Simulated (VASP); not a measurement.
Wanted: the native input for a VASP 6.6.1 run.

- Task: single point
- Functional: r2SCAN
- Potentials or basis: VASP PAW PBE potentials, release 64 (Pb_d)
- Cutoff: 520 eV
- k mesh: 9 × 9 × 9
- Occupations: fermi-dirac, width 0.05 eV
- Spin: no spin polarisation
- Further INCAR settings: ALGO = Normal; EDIFF = 1e-06; NBANDS = 13

The structure of Pb lies in POSCAR:

```
Pb
1.0
    0.0000000000      2.4750200000      2.4750200000
    2.4750200000      0.0000000000      2.4750200000
    2.4750200000      2.4750200000      0.0000000000
Pb
1
Direct
    0.0000000000      0.0000000000      0.0000000000
```

The input as run:

INCAR

```
SYSTEM = Pb
PREC = Accurate
ENCUT = 520
EDIFF = 1E-6
ISMEAR = -1
SIGMA = 0.05
LREAL = .FALSE.
LASPH = .TRUE.
NELM = 60
ALGO = Normal
ISIF = 2
LWAVE = .FALSE.
LCHARG = .TRUE.
METAGGA = R2SCAN
LMIXTAU = .TRUE.
LELF = .TRUE.
LVHAR = .TRUE.
NBANDS = 13
```

KPOINTS

```
regular mesh
0
G
  9 9 9
  0 0 0
```

Potentials or basis: VASP PAW PBE potentials, release 64 (Pb_d).

Run with:

```console
$ cat potpaw_PBE.64/Pb_d/POTCAR > POTCAR
$ mpirun -np 1 vasp_std > vasp.out
```

It gave:

* Pressure: 1.1 GPa
* Band gap on the k mesh: none (metal or under the smearing width)

Caveat: the PAW data sets were made with another functional, which shifts forces and pressure a little.

Wall time 46 s on 1 thread of Intel(R) Xeon(R) Platinum 8488C (Sapphire Rapids), on a shared host, peak memory 0.17 GiB.
